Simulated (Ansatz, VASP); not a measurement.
# Cross-check of HgSb between VASP and Ansatz, part 2 of 2

Aim: how closely do two programs agree when they are given the same cell, functional and k mesh? The cell is invented: As first built, before any earlier steps moved the atoms (in the runner's words): it takes the MgSb structure with some of its atoms replaced by other elements, volume scaled by an estimate. It may not be a known or stable phase. The cell is taken from a series of VASP runs on this material, whose earlier steps may have relaxed, scaled or displaced it; both programs get it as it stands.

VASP 6.6.1 and Ansatz 0.2.0.

So far: The starting structure; Ansatz: band structure, HSE06.

## 3. VASP: band structure, HSE06

Level of this step: HSE06; plane waves and PAW (Hg, Sb); invented cell (VASP).

The same cell, functional, mesh and smearing now go to VASP, with its own data sets and cutoff.

Lines of VASP's logs that name or quote its potential files are left out, and so is its time.

The run reads the wave functions of an earlier VASP run, which isn't shown here.

File INCAR:

```
SYSTEM = HgSb
PREC = Accurate
ENCUT = 400
EDIFF = 1E-06
NELM = 100
ISMEAR = 0
SIGMA = 0.05
LREAL = .FALSE.
ALGO = Normal
LHFCALC = .TRUE.
AEXX = 0.25
GGA = PE
HFSCREEN = 0.2
LASPH = .TRUE.
PRECFOCK = Fast
LORBIT = 11
LWAVE = .FALSE.
LCHARG = .FALSE.
```

File POSCAR:

```
HgSb
1.0
    2.0235248969      1.1682822931      3.7191830794
   -2.0235248969      1.1682822931      3.7191830794
    0.0000000000     -2.3365645861      3.7191830794
Hg Sb
1 1
Direct
    0.0000000000      0.0000000000      0.0000000000
    0.5000000000      0.5000000000      0.5000000000
```

File KPOINTS:

```
Automatic mesh
0
Gamma
4 4 4
0 0 0
```

File KPOINTS_OPT:

```
Line mode
10
Line-mode
Reciprocal
  0.00000000   0.00000000   0.00000000 GAMMA
  0.50000000   0.00000000   0.00000000 L

  0.50000000   0.00000000   0.00000000 L
  0.50000000   0.23244900  -0.23244900 B1

  0.76755100   0.50000000   0.23244900 B
  0.50000000   0.50000000   0.50000000 Z

  0.50000000   0.50000000   0.50000000 Z
  0.00000000   0.00000000   0.00000000 GAMMA

  0.00000000   0.00000000   0.00000000 GAMMA
  0.36622450   0.00000000  -0.36622450 X

  0.63377550   0.36622450   0.00000000 Q
  0.50000000   0.50000000   0.00000000 F

  0.50000000   0.50000000   0.00000000 F
  0.63377550   0.63377550   0.23244900 P1

  0.63377550   0.63377550   0.23244900 P1
  0.50000000   0.50000000   0.50000000 Z

  0.50000000   0.00000000   0.00000000 L
  0.76755100   0.36622450   0.36622450 P
```

Potentials, in the order of the species: Hg and Sb (PBE family, release 64).

On the command line:

```bash
> mpirun -np 1 vasp_std
```

Numbers of over 12 decimals in the logs are rounded to 6 here.

The log of the run:

```text
[banner, memory and clock lines left out]
running    1 mpi-ranks, on    1 nodes
 distrk:  each k-point on    1 cores,    1 groups
 distr:  one band on    1 cores,    1 groups

 POSCAR found type information on POSCAR HgSb
 POSCAR found :  2 types and       2 ions
 LDA part: xc-table for (Slater+PW92), standard interpolation
 found WAVECAR, reading the header
 POSCAR, INCAR and KPOINTS ok, starting setup
 FFT: planning ... GRIDC
 FFT: planning ... GRID_SOFT
 FFT: planning ... GRID
 reading WAVECAR
 the WAVECAR file was read successfully
 initial charge from wavefunction
 entering main loop
       N       E                     dE             d eps       ncg     rms          rms(c)
DAV:   1    -0.502425945139E+01   -0.50243E+01   -0.18011E+00   312   0.114E+01    0.144E+01
DAV:   2    -0.502675954487E+01   -0.25001E-02   -0.58303E-02   352   0.311E+00    0.938E+00
DAV:   3    -0.502617552937E+01    0.58402E-03   -0.75455E-03   344   0.101E+00    0.580E+00
DAV:   4    -0.502606511144E+01    0.11042E-03   -0.49679E-04   348   0.194E-01    0.346E+00
DAV:   5    -0.502596640985E+01    0.98702E-04   -0.44749E-05   340   0.628E-02    0.206E+00
DAV:   6    -0.502593784813E+01    0.28562E-04   -0.20234E-05   336   0.408E-02    0.123E+00
DAV:   7    -0.502593202750E+01    0.58206E-05   -0.57594E-06   336   0.244E-02    0.731E-01
DAV:   8    -0.502593297607E+01   -0.94857E-06   -0.17312E-06   256   0.146E-02
   1 F= -.50259330E+01 E0= -.50246107E+01  d E =-.264464E-02
 Start KPOINTS_OPT (optional k-point list driver)
k-point batch [1-13\90]
       N       E                     dE             ncg
DAV:   1     0.107705731619E+04   -0.21836E+04      312
DAV:   2    -0.335098525691E+03   -0.14122E+04      324
DAV:   3    -0.412810413143E+03   -0.77712E+02      348
DAV:   4    -0.415562285784E+03   -0.27519E+01      388
DAV:   5    -0.415667191542E+03   -0.10491E+00      356
DAV:   6    -0.415672929815E+03   -0.57383E-02      344
DAV:   7    -0.415673301375E+03   -0.37156E-03      328
DAV:   8    -0.415673328415E+03   -0.27040E-04      272
DAV:   9    -0.415673330519E+03   -0.21038E-05      264
DAV:  10    -0.415673330686E+03   -0.16712E-06      224
[...]
k-point batch [79-90\90]
       N       E                     dE             ncg
DAV:   1     0.134825746063E+04   -0.43766E+04      296
DAV:   2     0.104273398495E+03   -0.12440E+04      312
DAV:   3     0.379156520356E+02   -0.66358E+02      316
DAV:   4     0.355023445344E+02   -0.24133E+01      348
DAV:   5     0.354027100584E+02   -0.99634E-01      320
DAV:   6     0.353980530399E+02   -0.46570E-02      320
DAV:   7     0.353977411485E+02   -0.31189E-03      296
DAV:   8     0.353977178227E+02   -0.23326E-04      240
DAV:   9     0.353977158597E+02   -0.19630E-05      224
DAV:  10     0.353977157020E+02   -0.15774E-06      212
```

Parts of OUTCAR (step 3):

```text
ion  position               nearest neighbor table
   1  0.000  0.000  0.000-   2 2.99   2 2.99   2 2.99   2 2.99   2 2.99   2 2.99
   2  0.500  0.500  0.500-   1 2.99   1 2.99   1 2.99   1 2.99   1 2.99   1 2.99

  LATTYP: Found a trigonal (rhomboedric) cell.
 ALAT       =     4.3922499135
 COS(alpha) =     0.5755045748

 Subroutine GETGRP returns: Found 12 space group operations
 (whereof 12 operations were pure point group operations)

The static configuration has the point symmetry D_3d.

 Found     13 irreducible k-points:

   k-points           NKPTS =     13   k-points in BZ     NKDIM =     64   number of bands    NBANDS=     12

   dimension x,y,z NGX =    30 NGY =   30 NGZ =   30
   dimension x,y,z NGXF=    60 NGYF=   60 NGZF=   60

   ENCUT  =  400.0 eV  29.40 Ry    5.42 a.u.   7.16  7.16  7.16*2*pi/ulx,y,z

   NELECT =      17.0000    total number of electrons

 k-points in reciprocal lattice and weights: Automatic mesh
   0.00000000  0.00000000  0.00000000       0.016
   0.25000000  0.00000000  0.00000000       0.094
   0.50000000  0.00000000  0.00000000       0.047
   0.25000000  0.25000000  0.00000000       0.094
   0.50000000  0.25000000  0.00000000       0.188
  -0.25000000  0.25000000  0.00000000       0.094
   0.50000000  0.50000000  0.00000000       0.047
   0.25000000  0.25000000  0.25000000       0.031
   0.50000000  0.25000000  0.25000000       0.094
  -0.25000000  0.25000000  0.25000000       0.094
   0.50000000  0.50000000  0.25000000       0.094
  -0.25000000  0.50000000  0.25000000       0.094
   0.50000000  0.50000000  0.50000000       0.016

  exchange ACFDT corr.  =         0.00000000  see jH, gK, PRB 81, 115126

 average (electrostatic) potential at core
       1 -33.2741       2 -83.7803

 E-fermi :   5.2883

 k-point     1 :       0.0000    0.0000    0.0000
  band No.  band energies     occupation
    ...
      3      -3.5249      2.00000
      4      -3.5249      2.00000
      5      -3.4459      2.00000
      6      -3.4459      2.00000
      7       4.3857      2.00000
      8       5.8904      0.00000
      9       6.1087      0.00000
     10       6.1087      0.00000
     11      12.6792      0.00000
     12      13.5462      0.00000

 k-point     2 :       0.2500    0.0000    0.0000
  band No.  band energies     occupation
    ...
      4      -3.5401      2.00000
      5      -3.4412      2.00000
      6      -3.3536      2.00000
      7       1.3539      2.00000
      8       5.2883      1.00000
      9       6.3306      0.00000
     10       8.4919      0.00000
     11      10.6401      0.00000
     12      11.0744      0.00000

 k-point     3 :       0.5000    0.0000    0.0000
  band No.  band energies     occupation
    ...
      3      -3.9023      2.00000
      4      -3.8034      2.00000
      5      -3.3555      2.00000
      6      -3.2180      2.00000
      7      -1.3884      2.00000
      8       6.3953      0.00000
      9       6.7400      0.00000
     10       7.8982      0.00000
     11       9.1266      0.00000
     12       9.6519      0.00000

  energy-cutoff  :      400.00
  volume of cell :       52.75
      direct lattice vectors                 reciprocal lattice vectors
     2.023524897  1.168282293  3.719183079     0.247093575  0.142659585  0.089625417
    -2.023524897  1.168282293  3.719183079    -0.247093575  0.142659585  0.089625417
     0.000000000 -2.336564586  3.719183079     0.000000000 -0.285319169  0.089625417

 POSITION                                       TOTAL-FORCE (eV/Angst)
 -----------------------------------------------------------------------------------
      0.00000      0.00000      0.00000         0.000000     -0.000000      0.000000
      0.00000      0.00000      5.57877        -0.000000      0.000000      0.000000
 -----------------------------------------------------------------------------------
    total drift:                               -0.000004      0.000002     -0.000011

  FREE ENERGIE OF THE ION-ELECTRON SYSTEM (eV)
  ---------------------------------------------------
  free  energy   TOTEN  =        -5.0259329761 eV

  energy  without entropy=       -5.0232883374  energy(sigma->0) =       -5.02461066

 total charge
# of ion       s       p       d       tot
------------------------------------------
    1        0.776   0.392   9.328  10.496
    2        1.224   1.290   0.029   2.544
--------------------------------------------------
tot          2.000   1.683   9.357  13.040

[... 3 further parts left out ...]
```

This run has no spin polarisation. Its electron count is odd, so without a moment it is a metal by construction. The k-mesh is coarse for a metal.

## 4. Comparison

Known differences besides the potentials themselves: exact exchange at q = 0 is treated differently, which shows on coarse meshes; VASP keeps PBE cores, Ansatz makes them for the functional; the data sets hold 35 valence electrons in Ansatz (default PAW (the set named soft_2) files) and 17 in VASP; the cutoff is 420 eV in Ansatz and 400 eV in VASP; VASP takes a coarser grid for exact exchange (PRECFOCK = Fast). Total energies have different zeros and are not compared.

Levels from 3 eV below to 2 eV above the Fermi level differ by 12 meV r.m.s. and 24 meV at most; each VASP level is matched to the nearest of Ansatz, which flatters the figure a little.

## 5. Results

```yaml
r_m_s_difference_of_levels_near_the_fermi_level_band_structure_hse06: 12 meV
```

The r.m.s. difference of levels near the Fermi level is 12 meV (band structure, HSE06), within the 80 meV picked in this series as the mark of a large difference. Such differences can come from data sets, numerical settings and the points named under the comparisons, not from the functional's error against experiment.

[Lines on the potential files, build, host, timing and source positions are cut from VASP's logs without a mark.]

[Logs are printed without paths, hosts, clocks, repeated set-up lines and the standing remarks that a program may print on its own settings, such as how far it seeks lower states.]

[Hosts, paths, dates, database ids (printed as entryN), source tags and the programs' standing remarks are cut or masked in the printed files.]
